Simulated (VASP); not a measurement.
A run of VASP 6.6.1 is set up as follows.

The input INCAR:

```
SYSTEM = C
ALGO     = Normal         ! electronic algorithm
EDIFF    = 1E-8           ! SCF threshold, eV
ENCUT    = 900            ! plane-wave cutoff, eV
GGA      = PE             ! functional
IBRION   = 8              ! ionic algorithm
ISIF     = 2              ! what is computed and relaxed
ISMEAR   = 0              ! smearing method
LASPH    = .TRUE.         ! aspherical terms in the spheres
LCHARG   = .FALSE.        ! write CHGCAR
LEPSILON = .TRUE.         ! dielectric tensor by DFPT
LREAL    = .FALSE.        ! projectors in reciprocal space
LWAVE    = .FALSE.        ! write WAVECAR
NELM     = 100            ! most SCF steps
NSW      = 1              ! ionic steps
PREC     = Accurate       ! precision mode
SIGMA    = 0.02           ! smearing width, eV
```

KPOINTS

```
k-points
0
G
  14 14 14
  0 0 0
```

File POSCAR:

```
C                                       
1.0
    0.0000000000      1.7850994941      1.7850994941
    1.7850994941      0.0000000000      1.7850994941
    1.7850994941      1.7850994941      0.0000000000
  C             
     2
Direct
     0.0000000000000000    0.0000000000000000    0.0000000000000000
     0.2500000000000000    0.2500000000000000    0.2500000000000000
```

Potentials or basis: VASP PAW PBE potentials, release 64 (C_h).

Launch:

```bash
$ cat potpaw_PBE.64/C_h/POTCAR > POTCAR
$ mpirun -np 1 vasp_std > vasp.out
```

Estimate the electronic dielectric tensor (diagonal).

5.85.

Predict the Born charges (mean of the diagonal).

C +0.00 e.

What does it give for the band gap on the k mesh?

4.13 eV, indirect (least direct gap 5.59 eV).

Estimate the highest phonon frequency at Γ.

1292 cm⁻¹.

Born effective charge tensors (e):
atom 1, C
```
0.00 0.00 0.00
0.00 0.00 0.00
0.00 0.00 0.00
```
atom 2, C
```
0.00 0.00 0.00
0.00 0.00 0.00
0.00 0.00 0.00
```

 A k mesh can miss the band edges.
